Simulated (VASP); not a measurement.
ZnS (zincblende): a r²SCAN single-point calculation in VASP

INCAR

```
SIGMA = 0.01
ENCUT = 520
PREC = Accurate
ALGO = Normal
LCHARG = .FALSE.
IBRION = -1
LWAVE = .FALSE.
ISMEAR = 0
LASPH = .TRUE.
LREAL = .FALSE.
EDIFF = 1E-7
ISIF = 2
NBANDS = 16
NSW = 0
NELM = 120
METAGGA = R2SCAN
```

KPOINTS

```
KPOINTS created by Atomic Simulation Environment
0
Gamma
8 8 8
0 0 0
```

KPOINTS_OPT

```
special points
6
Reciprocal
0.0000000000 0.0000000000 0.0000000000 1
-0.5000000000 -0.5000000000 0.0000000000 1
-0.3750000000 -0.3750000000 0.2500000000 1
-0.3750000000 0.0000000000 0.3750000000 1
0.0000000000 0.0000000000 0.5000000000 1
-0.5000000000 -0.2500000000 0.2500000000 1
```

POSCAR

```
Zn S
 1.0000000000000000
     0.0000000000000000    2.6940858315445904    2.6940858315445904
     2.6940858315445904    0.0000000000000000    2.6940858315445904
     2.6940858315445904    2.6940858315445904    0.0000000000000000
 Zn  S
   1   1
Cartesian
  0.0000000000000000  0.0000000000000000  0.0000000000000000
  1.3470429157722950  1.3470429157722950  1.3470429157722950
```

VASP ran with the recommended PBE PAW datasets (18 valence electrons in the cell).

Command

```
mpirun -np 1 vasp_std
```

OSZICAR

```
N       E                     dE             d eps       ncg     rms          rms(c)
DAV:   1     0.761539457124E+02    0.76154E+02   -0.91322E+03   928   0.136E+03
DAV:   2    -0.159228591220E+02   -0.92077E+02   -0.85666E+02  1056   0.266E+02
DAV:   3    -0.218776052736E+02   -0.59547E+01   -0.59316E+01  1160   0.658E+01
DAV:   4    -0.219367256925E+02   -0.59120E-01   -0.59111E-01  1168   0.685E+00
DAV:   5    -0.219373742525E+02   -0.64856E-03   -0.64855E-03  1144   0.669E-01    0.723E+00
DAV:   6    -0.188796121528E+02    0.30578E+01   -0.14593E+00   992   0.374E+01    0.643E+00
DAV:   7    -0.188490848330E+02    0.30527E-01   -0.42491E-01  1168   0.105E+01    0.373E+00
DAV:   8    -0.188645572398E+02   -0.15472E-01   -0.32113E-02  1192   0.170E+00    0.118E+00
DAV:   9    -0.188660626222E+02   -0.15054E-02   -0.31864E-03  1192   0.130E+00    0.107E-01
DAV:  10    -0.188661778417E+02   -0.11522E-03   -0.85791E-04  1104   0.308E-01    0.739E-02
DAV:  11    -0.188662147165E+02   -0.36875E-04   -0.22997E-04  1176   0.402E-01    0.417E-02
DAV:  12    -0.188662220123E+02   -0.72959E-05   -0.82280E-05  1168   0.234E-01    0.112E-02
DAV:  13    -0.188662222209E+02   -0.20856E-06   -0.56251E-06  1192   0.330E-02    0.632E-03
DAV:  14    -0.188662262816E+02   -0.40607E-05   -0.60839E-07  1328   0.134E-02    0.229E-03
DAV:  15    -0.188662265208E+02   -0.23918E-06   -0.13761E-07   576   0.501E-03    0.102E-03
DAV:  16    -0.188662266308E+02   -0.11005E-06   -0.47938E-08   552   0.197E-03    0.103E-03
DAV:  17    -0.188662268498E+02   -0.21899E-06   -0.12124E-08   528   0.205E-03    0.304E-04
DAV:  18    -0.188662267805E+02    0.69293E-07   -0.53784E-09   504   0.204E-03
   1 F= -.18866227E+02 E0= -.18866227E+02  d E =-.175478E-24
       N       E                     dE             ncg
DAV:   1     0.795671762456E+03   -0.31749E+04      192
DAV:   2     0.202698596044E+03   -0.59297E+03      232
DAV:   3     0.163498388167E+03   -0.39200E+02      264
DAV:   4     0.163147798165E+03   -0.35059E+00      224
DAV:   5     0.163144381900E+03   -0.34163E-02      256
DAV:   6     0.163144324875E+03   -0.57024E-04      232
DAV:   7     0.163144323674E+03   -0.12016E-05      256
DAV:   8     0.163144323647E+03   -0.26836E-07      184
```

From OUTCAR

```
k-points           NKPTS =     29   k-points in BZ     NKDIM =     29   number of bands    NBANDS=     16

   NELECT =      18.0000    total number of electrons

   dimension x,y,z NGX =    28 NGY =   28 NGZ =   28
   dimension x,y,z NGXF=    56 NGYF=   56 NGZF=   56

  energy-cutoff  :      520.00
  volume of cell :       39.11
      direct lattice vectors                 reciprocal lattice vectors
     0.000000000  2.694085832  2.694085832    -0.185591711  0.185591711  0.185591711
     2.694085832  0.000000000  2.694085832     0.185591711 -0.185591711  0.185591711
     2.694085832  2.694085832  0.000000000     0.185591711  0.185591711 -0.185591711

 k-points in reciprocal lattice and weights: KPOINTS created by Atomic Simulation Env
   0.00000000  0.00000000  0.00000000       0.002
   0.12500000  0.00000000  0.00000000       0.016
   0.25000000  0.00000000  0.00000000       0.016
   0.37500000  0.00000000  0.00000000       0.016
   0.50000000  0.00000000  0.00000000       0.008
   0.12500000  0.12500000  0.00000000       0.012
   0.25000000  0.12500000  0.00000000       0.047
   0.37500000  0.12500000  0.00000000       0.047
   ...

 E-fermi :   1.9821

 k-point     1 :       0.0000    0.0000    0.0000
  band No.  band energies     occupation
      1     -11.8251      2.00000
      2      -4.6210      2.00000
      3      -4.6210      2.00000
      4      -4.6210      2.00000
      5      -4.0637      2.00000
      6      -4.0637      2.00000
      7       1.9138      2.00000
      8       1.9138      2.00000
      9       1.9138      2.00000
     10       4.6296      0.00000
     11       8.8094      0.00000
     12       8.8097      0.00000
     13       8.8097      0.00000
     14      14.2281      0.00000
     15      14.2281      0.00000
     16      14.5070      0.00000

 k-point     2 :       0.1250    0.0000    0.0000
  band No.  band energies     occupation
      1     -11.7038      2.00000
      2      -4.6180      2.00000
      3      -4.5984      2.00000
      4      -4.5984      2.00000
      5      -4.0653      2.00000
      6      -4.0653      2.00000
      7       0.8214      2.00000
      8       1.7614      2.00000
      9       1.7614      2.00000
     10       5.4195      0.00000
     11       8.7146      0.00000
     12       9.0750      0.00000
     13       9.0752      0.00000
     14      13.6140      0.00000
     15      13.6140      0.00000
     16      15.3066      0.00000

 k-point     3 :       0.2500    0.0000    0.0000
  band No.  band energies     occupation
      1     -11.3873      2.00000
      2      -4.5646      2.00000
      3      -4.5483      2.00000
      4      -4.5483      2.00000
      5      -4.0621      2.00000
      6      -4.0621      2.00000
      7      -0.9572      2.00000
      8       1.4280      2.00000
      9       1.4280      2.00000
     10       5.9504      0.00000
     11       9.4038      0.00000
     12       9.4467      0.00000
     13       9.4469      0.00000
     14      13.4239      0.00000
     15      13.4239      0.00000
     16      14.7341      0.00000

 k-point     4 :       0.3750    0.0000    0.0000
  band No.  band energies     occupation
      1     -11.0282      2.00000
      2      -4.5073      2.00000
      3      -4.5073      2.00000
      4      -4.3330      2.00000
      5      -4.0455      2.00000
      6      -4.0454      2.00000
      7      -2.5499      2.00000
      8       1.1294      2.00000
      9       1.1295      2.00000
     10       5.8370      0.00000
     11       9.4006      0.00000
     12       9.4007      0.00000
     13      10.7758      0.00000
     14      14.4076      0.00000
     15      14.6166      0.00000
     16      14.6166      0.00000

 k-point     5 :       0.5000    0.0000    0.0000
  band No.  band energies     occupation
      1     -10.8634      2.00000
      2      -4.4938      2.00000
      3      -4.4937      2.00000
      4      -4.0336      2.00000
      5      -4.0336      2.00000
      6      -3.8629      2.00000
      7      -3.5414      2.00000
      8       1.0131      2.00000
      9       1.0132      2.00000
     10       5.7477      0.00000
     11       9.3022      0.00000
     12       9.3023      0.00000
     13      11.3651      0.00000
     14      14.8208      0.00000
     15      15.9984      0.00000
     16      15.9984      0.00000

 k-point     6 :       0.1250    0.1250    0.0000
  band No.  band energies     occupation
      1     -11.6633      2.00000
      2      -4.6394      2.00000
      3      -4.5792      2.00000
      4      -4.5792      2.00000
      5      -4.0807      2.00000
      6      -4.0520      2.00000
      7       0.8891      2.00000
      8       1.4911      2.00000
      9       1.4911      2.00000
     10       5.7746      0.00000
     11       8.0669      0.00000
     12       9.4720      0.00000
     13       9.4721      0.00000
     14      12.4868      0.00000
     15      14.4402      0.00000
     16      15.8556      0.00000

 k-point     7 :       0.2500    0.1250    0.0000
  band No.  band energies     occupation
      1     -11.4110      2.00000
      2      -4.6267      2.00000
      3      -4.5266      2.00000
      4      -4.5255      2.00000
      5      -4.0889      2.00000
      6      -4.0414      2.00000
      7      -0.4525      2.00000
      8       1.0975      2.00000
      9       1.1875      2.00000
     10       6.5143      0.00000
     11       7.9532      0.00000
     12       9.8446      0.00000
     13      10.0584      0.00000
     14      12.1622      0.00000
     15      14.4317      0.00000
     16      16.2841      0.00000

 k-point     8 :       0.3750    0.1250    0.0000
  band No.  band energies     occupation
      1     -11.0607      2.00000
      2      -4.5398      2.00000
      3      -4.4784      2.00000
      4      -4.4136      2.00000
      5      -4.0639      2.00000
      6      -4.0296      2.00000
      7      -2.0110      2.00000
      8       0.7574      2.00000
      9       0.8143      2.00000
     10       6.5340      0.00000
     11       8.6768      0.00000
     12      10.0284      0.00000
     13      10.1254      0.00000
     14      13.4749      0.00000
     15      15.2588      0.00000
     16      15.6508      0.00000

 k-point     9 :       0.5000    0.1250    0.0000
  band No.  band energies     occupation
      1     -10.8217      2.00000
      2      -4.4953      2.00000
      3      -4.4605      2.00000
      4      -4.1286      2.00000
      5      -4.0302      2.00000
      6      -3.9088      2.00000
      7      -3.2139      2.00000
      8       0.3904      2.00000
      9       0.7744      2.00000
     10       6.4499      0.00000
     11       8.7135      0.00000
     12       9.8648      0.00000
     13      11.2549      0.00000
     14      14.5587      0.00000
     15      16.0198      0.00000
     16      16.1881      0.00000

 k-point    10 :      -0.3750    0.1250    0.0000
  band No.  band energies     occupation
      1     -10.8769      2.00000
      2      -4.4905      2.00000
      3      -4.4738      2.00000
      4      -4.1907      2.00000
      5      -4.0553      2.00000
      6      -3.9977      2.00000
      7      -2.8768      2.00000
      8       0.2606      2.00000
      9       0.9938      2.00000
     10       6.5187      0.00000
     11       8.8817      0.00000
     12       9.7224      0.00000
     13      11.0120      0.00000
     14      14.1982      0.00000
     15      15.2294      0.00000
     16      16.5565      0.00000

 k-point    11 :      -0.2500    0.1250    0.0000
  band No.  band energies     occupation
      1     -11.1808      2.00000
      2      -4.5212      2.00000
      3      -4.5164      2.00000
      4      -4.4888      2.00000
      5      -4.0797      2.00000
      6      -4.0331      2.00000
      7      -1.5176      2.00000
      8       0.4532      2.00000
      9       1.3709      2.00000
     10       6.6450      0.00000
     11       9.1178      0.00000
     12       9.6471      0.00000
     13       9.6607      0.00000
     14      12.7036      0.00000
     15      14.9647      0.00000
     16      15.9221      0.00000

 k-point    12 :      -0.1250    0.1250    0.0000
  band No.  band energies     occupation
      1     -11.5167      2.00000
      2      -4.6083      2.00000
      3      -4.5705      2.00000
      4      -4.5520      2.00000
      5      -4.0797      2.00000
      6      -4.0515      2.00000
      7      -0.0705      2.00000
      8       1.0331      2.00000
      9       1.7040      2.00000
     10       6.2157      0.00000
     11       8.5002      0.00000
     12       9.2762      0.00000
     13       9.6564      0.00000
     14      12.6298      0.00000
     15      13.8593      0.00000
     16      16.4437      0.00000

 ...

  Total        0.0175349      0.0175349      0.0175349     -0.0000000      0.0000000     -0.0000000
  in kB        0.7183726      0.7183726      0.7183726     -0.0000000      0.0000000     -0.0000000
  external PRESSURE =       0.7183726 kB  Pullay stress =       0.0000000 kB

 POSITION                                       TOTAL-FORCE (eV/Angst)
 -----------------------------------------------------------------------------------
      0.00000      0.00000      0.00000        -0.000000      0.000000      0.000000
      1.34704      1.34704      1.34704         0.000000     -0.000000     -0.000000
 -----------------------------------------------------------------------------------
    total drift:                                0.000011      0.000011      0.000011

  FREE ENERGIE OF THE ION-ELECTRON SYSTEM (eV)
  ---------------------------------------------------
  free  energy   TOTEN  =       -18.8662267805 eV

  energy  without entropy=      -18.8662267805  energy(sigma->0) =      -18.86622678
```

```json
{
  "gap between bands v and c": "2.72 eV",
  "least direct gap": "2.72 eV",
  "pressure": "0.1 GPa"
}
```

Band v is the last that the valence electrons fill when counted band by band, and c is the next.

The run took about 70 s on one core of a shared host (Intel Xeon Platinum 8488C) and held 0.18 GiB at most.
